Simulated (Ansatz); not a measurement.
# PbSe: a single-point run

Aim: a sound single-point run of PbSe. The structure is shown as the input types it. The cell is built on a prototype (zincblende) and needn't be the phase found in nature.

Method: density functional or hybrid calculation with the settings of its input, plane waves (as first typed), in Ansatz 0.2.0.

5 further runs of the same task are left out: 5 that didn't finish.

## (1) Starting point

Symmetry: F-43m, No. 216, cubic system. Conventional cell: a = 6.846 Å, b = 6.846 Å, c = 6.846 Å, α = 90.00°, β = 90.00°, γ = 90.00°. Pb (site symmetry -43m) has 4 Se at 2.96 Å as nearest neighbours. Se (site symmetry -43m) has 4 Pb at 2.96 Å as nearest neighbours.

Structure file:

```xyz
2
Lattice="0.0000 3.4232 3.4232 3.4232 0.0000 3.4232 3.4232 3.4232 0.0000" Properties=species:S:1:pos:R:3 pbc="T T T"
Pb    0.0000    0.0000    0.0000
Se    1.7116    1.7116    1.7116
```

## (2) The calculation

Contents of input.yaml:

```yaml
crystal:
  lattice:
    - [0.0, 3.42320414, 3.42320414]
    - [3.42320414, 0.0, 3.42320414]
    - [3.42320414, 3.42320414, 0.0]
  atoms:
    - { symbol: Pb, position: [0.0, 0.0, 0.0] }
    - { symbol: Se, position: [0.25, 0.25, 0.25] }
kpoints:
  mp_grid: { grid: [4, 4, 4] }
hamiltonian:
  xc: pbesol
scf:
  occupations: { method: fixed }
  n_extra_bands: 4
  max_iter: 77
output:
  forces: true
  stress: true
  eigenvalues: true
basis:
  ecutwfc: 120
```

Run with:

```sh
$ ansatz run input.yaml --threads 4 --pin off --max-ram 3686MiB --backend cpu --events-out ev --progress --plain --runs-dir out
```

What happens when this is run?

This run ends as converged, with warnings (cutoff below recommended). Its log warns: «basis.ecutwfc = 120 eV is below the records' recommended 420 eV ...»

The suspect setting: basis.ecutwfc is 120. The cutoff lies far under what these potentials need. The potentials' recommended cutoff is 420 eV.

The test: delete basis.ecutwfc (the default then holds).
